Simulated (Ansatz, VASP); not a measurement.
## BP in VASP and in Ansatz

```
B P
1.0
     0.00000    2.31368    2.24983
     2.31368    0.00000    2.24983
     2.31368    2.31368    0.00000
B P
1 1
Direct
  0.00000 0.00000 0.00000
  0.25000 0.25000 0.25000
```

Change from the starting cell: epitaxial_xy strain +2.0%.

Alike in both runs: task single point; functional PBE; k mesh 10 × 10 × 10; occupations fermi-dirac, width 0.02 eV; no spin polarisation.

```csv
,VASP,Ansatz
version,VASP 6.6.1,Ansatz 0.2.0
potentials or method,"VASP PAW PBE potentials, release 64 (B, P)","plane waves, PAW"
plane-wave cutoff (eV),520,420
valence electrons in the cell,8,8
```

|  | VASP | Ansatz | Ansatz less VASP |
| --- | --- | --- | --- |
| gap on the k mesh at the Fermi level (eV) | 0.87 | 0.87 | +0.004 |
| pressure (GPa) | -3.9 | -3.7 | +0.21 |
| largest component of the traceless stress (GPa) | 4.69 | 4.68 | -0.007 |

With one functional, cell and mesh, what is left measures potentials, basis and numerics.

A k mesh can miss the band edges.
